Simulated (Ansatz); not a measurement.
# Cu: convergence and cost

Aim, for Cu: relax the cell with several choices of k mesh.

Computed with Ansatz 0.2.0 (DFT PBEsol, scalar-relativistic, plane waves, PAW, unless a step's input says otherwise).

1 further run of the same task is left out (set aside as unsound or not needed). Runs told in other sessions of the task aren't counted.

### 1 Starting point

It takes space group I4/mmm (No. 139, tetragonal). Conventional cell: a = 2.886 Å, b = 2.886 Å, c = 2.752 Å, α = 90.00°, β = 90.00°, γ = 90.00°. Around Cu (site symmetry 4/mmm) lie 10 Cu at 2.46 to 2.75 Å.

As a file:

```
CELL_PARAMETERS angstrom
-1.44279 1.44279 1.37608
1.44279 -1.44279 1.37608
1.44279 1.44279 -1.37608
ATOMIC_POSITIONS crystal
Cu 0.00000 0.00000 0.00000
```

Source of the structure: the Materials Project (structure only). It is taken as it stands there.

### 2 The base input

Contents of input.yaml:

```yaml
crystal:
  lattice:
    - [-1.44279332, 1.44279332, 1.37608145]
    - [1.44279332, -1.44279332, 1.37608145]
    - [1.44279332, 1.44279332, -1.37608145]
  atoms:
    - { symbol: Cu, position: [0.0, 0.0, 0.0] }
basis:
  ecutwfc: 420
kpoints:
  mp_grid: { grid: [20, 20, 20] }
hamiltonian:
  xc: pbesol
scf:
  occupations: { method: gaussian, width: 0.1 }
output:
  forces: true
  stress: true
  eigenvalues: true
  populations: true
```

Its results, from an earlier run: -6588.7320 eV/atom at zero smearing, pressure -1.42 GPa, largest force 0.000 eV/Å, no gap on the mesh, in 6 SCF cycles and 15 s.

### 3 Relaxation, k mesh: 1×1×1

Contents of input.yaml:

```yaml
crystal:
  lattice:
    - [-1.44279332, 1.44279332, 1.37608145]
    - [1.44279332, -1.44279332, 1.37608145]
    - [1.44279332, 1.44279332, -1.37608145]
  atoms:
    - { symbol: Cu, position: [0.0, 0.0, 0.0] }
basis:
  ecutwfc: 420
kpoints:
  mp_grid: { grid: [1, 1, 1] }
hamiltonian:
  xc: pbesol
scf:
  occupations: { method: gaussian, width: 0.1 }
output:
  forces: true
  stress: true
  eigenvalues: true
relax:
  adjacent_minimum: "off"
  f_tol: 0.01
  max_steps: 60
  cell: { stress_tol: 0.05 }
```

Command:

```bash
$ ansatz run input.yaml --threads 1 --pin off --max-ram 2560MiB --backend cpu --events-out ev --progress --plain --runs-dir out
```

### 4 Relaxation, k mesh: 4×4×4

input.yaml: that of step 3 with these lines changed.

```diff
@@ -10,3 +10,3 @@
 kpoints:
-  mp_grid: { grid: [1, 1, 1] }
+  mp_grid: { grid: [4, 4, 4] }
 hamiltonian:
```

### 5 Relaxation, k mesh: 6×6×6

input.yaml: that of step 4 with these lines changed.

```diff
@@ -10,3 +10,3 @@
 kpoints:
-  mp_grid: { grid: [4, 4, 4] }
+  mp_grid: { grid: [6, 6, 6] }
 hamiltonian:
```

### 6 Relaxation, k mesh: 8×8×8

input.yaml: that of step 5 with these lines changed.

```diff
@@ -10,3 +10,3 @@
 kpoints:
-  mp_grid: { grid: [6, 6, 6] }
+  mp_grid: { grid: [8, 8, 8] }
 hamiltonian:
```

### 7 Relaxation, k mesh: 12×12×12

input.yaml: that of step 6 with these lines changed.

```diff
@@ -10,3 +10,3 @@
 kpoints:
-  mp_grid: { grid: [8, 8, 8] }
+  mp_grid: { grid: [12, 12, 12] }
 hamiltonian:
```

(Steps that only read results are left out.)

What results come out of these runs, taken together? Wanted: relaxed volume by k mesh.

As calculated:

```
                          quantity                                                                                    value
relaxed volume by k mesh (Å³/atom)  1×1×1: 8.71; 4×4×4: 11.33; 6×6×6: 11.40; 8×8×8: 11.36; 12×12×12: 11.36; 20×20×20: 11.36
```

What this shows: The relaxed volumes span 30.8 %. From 4×4×4 on the volume holds to 0.5 %, at 0.051 of the time of the best run.
